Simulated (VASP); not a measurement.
# In (P-1) in VASP: a series of runs

Runs on In. Level: PBE. Tasks: single point.

All numbers are computed with VASP 6.6.1; they aren't measurements. Logs are shortened: lines on timing, memory, paths and dates and some standing lists are left out, and cuts for length are marked.

### 1 The cell of the first run

The typed cell holds 1 atom: a = 3.383 Å, b = 3.330 Å, c = 3.313 Å, α = 121.97°, β = 122.61°, γ = 86.46°.

### 2 Single point, PBE (strained and moved within a subgroup)

INCAR reads:

```
ALGO = Fast ; EDIFF = 1E-6
ENCUT = 520 ; GGA = PE
ISIF = 2 ; ISMEAR = 0
LASPH = T ; LCHARG = T
LELF = T ; LREAL = F
LVHAR = T ; LWAVE = F
NBANDS = 12 ; NELM = 100
PREC = Accurate ; SIGMA = 0.1
```

KPOINTS reads:

```
k-points
0
Gamma
  14 14 16
```

POSCAR reads:

```
In
1.0
   -1.6347291945      1.6442488710      2.4639747225
    1.6194896625     -1.6037255700      2.4273213015
    1.6022061945      1.5712025700     -2.4373383855
In
1
Direct
    0.0000000000      0.0000000000      0.0000000000
```

Potentials or basis: VASP PAW PBE potentials, release 64 (In_d).

Run with:

```bash
cat potpaw_PBE.64/In_d/POTCAR > POTCAR
mpirun -np 1 vasp_std > vasp.out
```

OUTCAR:

```text
EDIFF = 1E-6
   ENCUT = 520
   GGA = PE
   ISIF = 2
   ISMEAR = 0
   LASPH = T
   LREAL = F
   NELM = 100
   PREC = Accurate

 ion  position               nearest neighbor table
   1  0.000  0.000  0.000-

  LATTYP: Found a triclinic cell.
 ALAT       =     3.3373689581
 B/A-ratio  =     1.3501021037
 C/A-ratio  =     0.9976872049
 COS(alpha) =     0.0067073929
 COS(beta)  =     0.5347109923
 COS(gamma) =     0.6804266518

  Lattice vectors:

 A1 = (  -1.5869666625,  -1.6117258710,  -2.4539576385)
 A2 = (  -3.1891728570,  -3.1829284410,  -0.0166192530)
 A3 = (  -1.6194896625,   1.6037255700,  -2.4273213015)

Analysis of symmetry for initial positions (statically):
=====================================================================
 Subroutine PRICEL returns:
 Original cell was already a primitive cell.

 Routine SETGRP: Setting up the symmetry group for a
 triclinic supercell.

 Subroutine GETGRP returns: Found  2 space group operations
 (whereof  2 operations were pure point group operations)
 out of a pool of  2 trial point group operations.

The static configuration has the point symmetry S_2 .

Analysis of symmetry for dynamics (positions and initial velocities):
=====================================================================
 Subroutine PRICEL returns:
 Original cell was already a primitive cell.

 Routine SETGRP: Setting up the symmetry group for a
 triclinic supercell.

 Subroutine GETGRP returns: Found  2 space group operations
 (whereof  2 operations were pure point group operations)
 out of a pool of  2 trial point group operations.

The dynamic configuration has the point symmetry S_2 .

 Subroutine INISYM returns: Found  2 space group operations
 (whereof  2 operations are pure point group operations),
 and found     1 'primitive' translations

----------------------------------------------------------------------------------------

                                     Primitive cell

  volume of cell :      25.3304

  direct lattice vectors                    reciprocal lattice vectors
    -1.634729194  1.644248871  2.463974723     0.003750765  0.309363802  0.201893468
     1.619489662 -1.603725570  2.427321302     0.311048763  0.001444613  0.205401941
     1.602206194  1.571202570 -2.437338385     0.313562155  0.314183346 -0.001625992

  length of vectors
     3.383351197  3.329650308  3.313059102     0.369433354  0.372751093  0.443886296

  position of ions in fractional coordinates (direct lattice)
     0.000000000  0.000000000  0.000000000

  ion indices of the primitive-cell ions
   primitive index   ion index
                 1           1

----------------------------------------------------------------------------------------

 KPOINTS: k-points

Automatic generation of k-mesh.
 Grid dimensions read from file:
 generate k-points for:   14   14   16

 Generating k-lattice:

  Cartesian coordinates                     Fractional coordinates (reciprocal lattice)
     0.000267912  0.022097414  0.014420962     0.071428571  0.000000000  0.000000000
     0.022217769  0.000103187  0.014671567     0.000000000  0.071428571  0.000000000
     0.019597635  0.019636459 -0.000101624    -0.000000000  0.000000000  0.062500000

  Length of vectors
     0.026388097  0.026625078  0.027742894

  Shift w.r.t. Gamma in fractional coordinates (k-lattice)
     0.000000000  0.000000000  0.000000000

 Subroutine IBZKPT returns following result:
 ===========================================

 Found   1572 irreducible k-points:

 Following reciprocal coordinates:
            Coordinates               Weight
  0.000000  0.000000  0.000000      1.000000
  0.071429  0.000000  0.000000      2.000000
  0.142857 -0.000000  0.000000      2.000000
  0.214286  0.000000  0.000000      2.000000
  0.285714 -0.000000  0.000000      2.000000
  0.357143  0.000000  0.000000      2.000000
[... 16 lines left out ...]
 -0.000000  0.142857  0.000000      2.000000
  0.071429  0.142857  0.000000      2.000000
 [... further k-points ...]
   k-points           NKPTS =   1572   k-points in BZ     NKDIM =   1572   number of bands    NBANDS=     12
   number of dos      NEDOS =    301   number of ions     NIONS =      1
   total plane-waves  NPLWV =  21952
   dimension x,y,z NGX =    28 NGY =   28 NGZ =   28
   dimension x,y,z NGXF=    56 NGYF=   56 NGZF=   56
   ions per type =               1
   NGX,Y,Z   is equivalent  to a cutoff of  13.76, 13.98, 14.05 a.u.
   NGXF,Y,Z  is equivalent  to a cutoff of  27.52, 27.96, 28.10 a.u.
 SYSTEM =  unknown system
   PREC   = accura    normal or accurate (medium, high low for compatibility)
   ISTART =      0    job   : 0-new  1-cont  2-samecut
   ICHARG =      2    charge: 1-file 2-atom 10-const
   ISPIN  =      1    spin polarized calculation?
   LNONCOLLINEAR =      F non collinear calculations
   LSORBIT =      F    spin-orbit coupling
   LASPH  =      T    aspherical Exc in radial PAW
   ENCUT  =  520.0 eV  38.22 Ry    6.18 a.u.   6.29  6.19  6.16*2*pi/ulx,y,z
   NELM   =    100;   NELMIN=  2; NELMDL= -5     # of ELM steps
   EDIFF  = 0.1E-05   stopping-criterion for ELM
   LREAL  =      F    real-space projection
   EDIFFG = 0.1E-04   stopping-criterion for IOM
   NSW    =      0    number of steps for IOM
   IBRION =     -1    ionic relax: 0-MD 1-quasi-New 2-CG
   NFREE  =      0    steps in history (QN), initial steepest desc. (CG)
   ISIF   =      2    stress and relaxation
   ISYM   =      2    0-nonsym 1-usesym 2-fastsym
   POTIM  = 0.5000    time-step for ionic-motion
   TEBEG  =    0.0;   TEEND  =   0.0 temperature during run
   PSTRESS=    0.0 pullay stress
   NELECT =      13.0000    total number of electrons
   NUPDOWN=      -1.0000    fix difference up-down
   EMIN   =  10.00;   EMAX   =-10.00  energy-range for DOS
   EFERMI =   0.00;   METHOD = LEGACY
   ISMEAR =     0;   SIGMA  =   0.10  broadening in eV -4-tet -1-fermi 0-gaus
   EFERMI_NEDOS =   21; number of points for ismear=-14 and -15
   IALGO  =     68    algorithm
   IMIX   =      4    mixing-type and parameters
     AMIX     =   0.40;   BMIX     =  1.00
     AMIX_MAG =   1.60;   BMIX_MAG =  1.00
  volume/ion in A,a.u.               =      25.33       170.94
  Fermi-wavevector in a.u.,A,eV,Ry     =   1.310716  2.476894 23.374479  1.717976
  Thomas-Fermi vector in A             =   2.441227
   LORBIT       =      0    0 simple, 1 ext, 2 COOP (PROOUT), +10 PAW based schemes
   GGA     = PE    functional components
   LHFCALC =     F    Hartree Fock is set to
   AEXX    =    0.0000 exact exchange contribution
   IVDW    =     0    specifies the selected vdW correction
   LEPSILON=     F    determine dielectric tensor
   LRPA    =     F    only Hartree local field effects (RPA)
 non-spin polarized calculation
 RMM-DIIS sequential band-by-band and
 Gauss-broadening in eV      SIGMA  =   0.10
  energy-cutoff  :      520.00
  volume of cell :       25.33
 maximum number of plane-waves:       696
 NGX is ok and might be reduce to    28
   NGX = 13   NGY = 13   NGZ = 13

 number of electron      13.0000001 magnetization

 Free energy of the ion-electron system (eV)
  ---------------------------------------------------
  ext. energy  EPLUGINS =         0.00000000
  ---------------------------------------------------
  free energy    TOTEN  =        -2.53796626 eV

  energy without entropy =       -2.53568858  energy(sigma->0) =       -2.53682742

 E-fermi :   7.9363     XC(G=0): -10.4077

 val. band max:        7.9359188808   @ k =   0.5000   0.3571   0.1875
 cond. band min:       7.9466913326   @ k =   0.2143  -0.2143   0.3750
 fundamental gap:      0.0107724518
 Fermi energy:         7.9363048823

 k-point     1 :       0.0000    0.0000    0.0000
  band No.  band energies     occupation
      1      -6.8526      2.00000
      2      -6.7526      2.00000
      3      -6.7293      2.00000
      4      -6.6499      2.00000
      5      -6.5372      2.00000
      6      -1.8756      2.00000
      7      18.5777      0.00000
      8      18.6754      0.00000
      9      19.0693      0.00000
     10      19.6083      0.00000
     11      21.9604      0.00000
     12      22.2279      0.00000

 k-point     2 :       0.0714    0.0000    0.0000
  band No.  band energies     occupation
      1      -6.8443      2.00000
      2      -6.7482      2.00000
      3      -6.7270      2.00000
      4      -6.6472      2.00000
      5      -6.5403      2.00000
      6      -1.7624      2.00000
      7      17.0835      0.00000
      8      18.5456      0.00000
      9      18.8040      0.00000
     10      19.4921      0.00000
     11      22.4592      0.00000
     12      22.6869      0.00000

 k-point     3 :       0.1429   -0.0000    0.0000
  band No.  band energies     occupation
      1      -6.8274      2.00000
      2      -6.7476      2.00000
      3      -6.7146      2.00000
      4      -6.6317      2.00000
      5      -6.5460      2.00000
      6      -1.4198      2.00000
      7      14.6266      0.00000
      8      18.1590      0.00000
      9      18.2704      0.00000
     10      19.4357      0.00000
     11      21.9266      0.00000
     12      23.2409      0.00000
[... 286 lines left out ...]
 k-point    23 :      -0.0000    0.1429    0.0000
  band No.  band energies     occupation
      1      -6.8261      2.00000
      2      -6.7533      2.00000
      3      -6.7011      2.00000
      4      -6.6366      2.00000
      5      -6.5483      2.00000
      6      -1.4117      2.00000
      7      14.8997      0.00000
      8      17.7827      0.00000
      9      18.2243      0.00000
     10      19.4665      0.00000
     11      21.8259      0.00000
     12      23.2380      0.00000

 k-point    24 :       0.0714    0.1429    0.0000
  band No.  band energies     occupation
      1      -6.8278      2.00000
      2      -6.7369      2.00000
      3      -6.6986      2.00000
      4      -6.6341      2.00000
      5      -6.5412      2.00000
      6      -1.1514      2.00000
      7      14.1952      0.00000
      8      15.8809      0.00000
      9      18.5314      0.00000
     10      20.0675      0.00000
     11      20.9593      0.00000
     12      23.0730      0.00000

 [... further k-points ...]

------------------------ aborting loop because EDIFF is reached ----------------------------------------

  FORCE on cell =-STRESS in cart. coord.  units (eV):
  Direction    XX          YY          ZZ          XY          YZ          ZX
  --------------------------------------------------------------------------------------
  -------------------------------------------------------------------------------------
  Total        0.5484576      0.5656737      0.5697976      0.0324474     -0.0005357      0.0064665
  in kB       34.6905621     35.7794977     36.0403404      2.0523349     -0.0338835      0.4090120
  external PRESSURE =      35.5034667 kB  Pullay stress =       0.0000000 kB

 VOLUME and BASIS-vectors are now :
 -----------------------------------------------------------------------------
  energy-cutoff  :      520.00
  volume of cell :       25.33
      direct lattice vectors                 reciprocal lattice vectors
    -1.634729194  1.644248871  2.463974723     0.003750765  0.309363802  0.201893468
     1.619489662 -1.603725570  2.427321302     0.311048763  0.001444613  0.205401941
     1.602206194  1.571202570 -2.437338385     0.313562155  0.314183346 -0.001625992

 POSITION                                       TOTAL-FORCE (eV/Angst)
 -----------------------------------------------------------------------------------
      0.00000      0.00000      0.00000         0.000000      0.000000      0.000000
 -----------------------------------------------------------------------------------
    total drift:                               -0.000000     -0.000000     -0.000000

  FREE ENERGIE OF THE ION-ELECTRON SYSTEM (eV)
  ---------------------------------------------------
  free  energy   TOTEN  =        -2.5379662595 eV

  energy  without entropy=       -2.5356885808  energy(sigma->0) =       -2.53682742
```

Run time: 6.3 min. Hardware: 1 thread of Intel Xeon Platinum 8488C (Sapphire Rapids), shared host; peak memory 0.54 GiB.

What came out:

```yaml
Free_energy: -2.5380 eV
Pressure: 3.6 GPa
Band_gap_on_the_k_mesh: none (metal or under the smearing width)
```

Levels at points of the mesh, in eV from the Fermi level:
```
           k point  band 3  band 4  band 5  band 6  band 7  band 8  band 9  band 10
(0.00, 0.00, 0.00)  -14.67  -14.59  -14.47   -9.81   10.64   10.74   11.13    11.67
(0.50, 0.00, 0.00)  -14.67  -14.39  -14.34   -4.47   -3.59    7.93    9.43    11.20
(0.00, 0.50, 0.00)  -14.65  -14.38  -14.34   -4.33   -3.54    7.62    9.25    11.24
(0.50, 0.50, 0.00)  -14.38  -14.36  -14.26   -2.21   -1.80    3.67    4.17     7.29
(0.00, 0.00, 0.50)  -14.38  -14.35  -14.27   -1.98   -1.43    3.34    3.90     6.88
(0.50, 0.00, 0.50)  -14.66  -14.39  -14.34   -4.42   -3.57    7.78    9.42    11.18
(0.00, 0.50, 0.50)  -14.65  -14.37  -14.34   -4.22   -3.51    7.48    9.17    11.14
(0.50, 0.50, 0.50)  -14.36  -14.34  -14.32   -2.91   -2.82    4.71    4.83     8.27
```

### 3 Single point, PBE (In replaced by Tl, lengths x 1.013, strained and moved within the space group)

INCAR reads:

```
SYSTEM = Tl
PREC = Accurate ; ENCUT = 520
EDIFF = 1E-7 ; ISMEAR = 0
SIGMA = 0.1 ; LREAL = .False.
LASPH = .True. ; NELM = 100
ALGO = Normal ; ISIF = 2
LWAVE = .False. ; LCHARG = .False.
GGA = PE ; NBANDS = 12
```

KPOINTS reads:

```
Automatic mesh
0
Gamma
  8 8 8
  0 0 0
```

POSCAR reads:

```
Tl
1.0
   -1.5959769929      1.5959769929      2.5783647671
    1.5959769929     -1.5959769929      2.5783647671
    1.5959769929      1.5959769929     -2.5783647671
Tl
1
Direct
    0.0000000000      0.0000000000      0.0000000000
```

Potentials or basis: VASP PAW PBE potentials, release 64 (Tl_d).

Run with:

```bash
cat potpaw_PBE.64/Tl_d/POTCAR > POTCAR
mpirun -np 1 vasp_std > vasp.out
```

Wall time 8.5 s (1 thread of Intel Xeon 6975P-C (Granite Rapids), shared host); peak memory 0.16 GiB.

The run converged. Its results:

* Free energy: -2.1216 eV
* Pressure: 7.2 GPa
* Band gap on the k mesh: none (metal or under the smearing width)

Stress tensor (GPa, compression positive):
```
7.86 0.00 0.00
0.00 7.86 0.00
0.00 0.00 6.01
```

Levels at points of the mesh, in eV from the Fermi level:
| k point | band 4 | band 5 | band 6 | band 7 | band 8 | band 9 |
| --- | --- | --- | --- | --- | --- | --- |
| (0.00, 0.00, 0.00) | -11.57 | -11.21 | -10.62 | 11.03 | 11.03 | 11.28 |
| (0.50, 0.00, 0.00) | -11.13 | -11.01 | -5.20 | -3.22 | 7.04 | 10.26 |
| (0.50, 0.50, 0.00) | -11.11 | -10.82 | -2.61 | -1.57 | 3.40 | 4.15 |
| (0.50, 0.50, 0.50) | -11.03 | -11.03 | -4.70 | -2.85 | 5.55 | 5.55 |

[end of part 1 of 2]
